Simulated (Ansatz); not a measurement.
## AlP: what each run costs

Cell: 2 atoms, space group F-43m, a = 3.854 Å, b = 3.854 Å, c = 3.854 Å, α = 60.00°, β = 60.00°, γ = 60.00°.

All runs are DFT with Ansatz 0.2.0 on 1 thread of Arm Neoverse V2 (aarch64; 8 cores open to the job, memory cap 2.5 GiB, no GPU), a shared host.

(1) Rank the runs by wall time, shortest first.
A. dielectric tensor by linear response, PBE, 420 eV, 9×9×9 k-points, fixed occupations
B. relaxation of the ions, PBE, 420 eV, 9×9×9 k-points, smearing 0.02 eV
C. core holes on 2 sites, PBE, 420 eV, 3×3×3 k-points, fixed occupations, 16 atoms

Results:

(1) B (3 s, 0.31 GiB), A (14 s, 0.37 GiB), C (43 s, 0.58 GiB).
